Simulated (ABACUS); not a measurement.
BaTiO3:

```
CELL_PARAMETERS angstrom
2.82737 1.63238 2.31839
-2.82737 1.63238 2.31839
0.00000 -3.26476 2.31839
ATOMIC_POSITIONS crystal
Ba 0.00000 0.00000 0.00000
Ti 0.48450 0.48450 0.48450
O 0.50860 0.01750 0.50860
O 0.01750 0.50860 0.50860
O 0.50860 0.50860 0.01750
```

Base run:

```yaml
Program: ABACUS 3.10.1
Functional: PBEsol
Potentials_or_basis: PseudoDojo NC SR 0.5 PBE standard
Cutoff: 1143 eV
Density_cutoff: 4572 eV
Basis: plane waves
k_mesh: 6 × 6 × 6
Occupations: fermi-dirac, width 0.05 eV
Spin: no spin polarisation
```

Its results: band gap on the k mesh 2.42 eV, indirect (least direct gap 2.78 eV); pressure -1.4 GPa; largest force 0.147 eV/Å.

Q: The run is repeated on the same cell with these changes: functional from PBEsol to LDA; potentials or basis from PseudoDojo NC SR 0.5 PBE standard to PseudoDojo NC SR 0.4.1 LDA standard. What comes out?

A: Band gap on the k mesh 2.35 eV, indirect (least direct gap 2.73 eV); pressure -5.5 GPa; largest force 0.157 eV/Å.

Caveats: spin-orbit coupling is left out, which moves the levels of the heavy elements; the potentials were made for another functional, which shifts forces and pressure (some runs); this release of the barium file is off (some runs).

A k mesh can miss the band edges.
